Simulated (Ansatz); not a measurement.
**SnS$_{2}$ at 11 GPa (stress–strain coefficients): relaxed-ion elastic tensor**

Computed with DFT PBE+D3(BJ), scalar-relativistic, plane waves, PAW (Ansatz). Plane waves to 420 eV; Γ-centred k mesh 12×12×8; fixed occupations. No spin polarisation.

The cell, relaxed at 11 GPa:
```
CELL_PARAMETERS angstrom
3.56181 0.00000 0.00000
-1.78090 3.08462 0.00000
0.00000 0.00000 5.12879
ATOMIC_POSITIONS crystal
Sn 0.00000 0.00000 0.00000
S 0.66667 0.33333 0.28619
S 0.33333 0.66667 0.71381
```

Spin–orbit coupling is left out, which matters for heavy elements. The bands were filled as in an insulator; under compression the gap may have closed between mesh points.

Question: Give the relaxed-ion elastic constants (GPa, Voigt order xx yy zz yz xz xy, on the axes of the cell above).

Answer:
C11 = 188.2, C12 = 72.4, C13 = 77.3, C14 = 15.4, C22 = 188.2, C23 = 77.3, C24 = -15.4, C33 = 118.2, C44 = 37.3, C55 = 37.3, C56 = 15.4, C66 = 57.9 GPa; the others vanish.

Question: Is the crystal stable against homogeneous strain?

Answer: Yes: the least eigenvalue of the tensor is 29.1 GPa.

Question: And the moduli of a polycrystal (Hill averages)?

Answer: B = 103 GPa, G = 41 GPa, E = 109 GPa, ν = 0.32.

Cost: 1 run of about 3.5 core-minutes, on Intel Xeon Platinum 8488C (Sapphire Rapids) (shared hosts).